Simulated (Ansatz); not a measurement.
# CaO: a single-point run

Wanted: a converged single-point run for CaO, and a check of what comes out. The structure is shown as the input types it. The cell is built on a prototype (CsCl type) and needn't be the phase found in nature.

Method: density functional or hybrid calculation with the settings of its input, plane waves (as first typed), in Ansatz 0.2.0.

5 further runs of the same task are left out: 1 for a known fault of the program, 4 that didn't finish.

### Step 1. The system as given

The structure is cubic, space group Pm-3m (No. 221). Conventional cell: a = 2.903 Å, b = 2.903 Å, c = 2.903 Å, α = 90.00°, β = 90.00°, γ = 90.00°. Ca (site symmetry m-3m) has 8 O at 2.51 Å as nearest neighbours. O (site symmetry m-3m) has 8 Ca at 2.51 Å as nearest neighbours.

Structure file:

```
CELL_PARAMETERS angstrom
2.90321 0.00000 0.00000
0.00000 2.90321 0.00000
0.00000 0.00000 2.90321
ATOMIC_POSITIONS crystal
Ca 0.00000 0.00000 0.00000
O 0.50000 0.50000 0.50000
```

### Step 2. The run

File input.yaml:

```yaml
crystal:
  lattice:
    - [2.9032089648, 0.0, 0.0]
    - [0.0, 2.9032089648, 0.0]
    - [0.0, 0.0, 2.9032089648]
  atoms:
    - { symbol: Ca, position: [0.0, 0.0, 0.0] }
    - { symbol: O, position: [0.5, 0.5, 0.5] }
kpoints:
  mp_grid: { grid: [6, 6, 6] }
hamiltonian:
  xc: pbe
scf:
  occupations: { method: fixed }
  n_extra_bands: 4
  max_iter: 3
output:
  forces: true
  stress: true
  eigenvalues: true
```

Started as:

```sh
$ ansatz run input.yaml --threads 4 --pin off --max-ram 3686MiB --backend cpu --events-out ev --progress --plain --runs-dir out
```

Q: Will this input give a usable result? If not, why, and what should change?

No self-consistency after 3 cycles. The density residual dr2 fell from 0.00354 to 9.8e-5 eV (threshold 1.0e-7) and was still falling. Its last energy is not a result.

The suspect setting: scf.max_iter is 3. The run was allowed too few self-consistency cycles to reach its threshold.

Remedy: delete scf.max_iter (the default then holds).
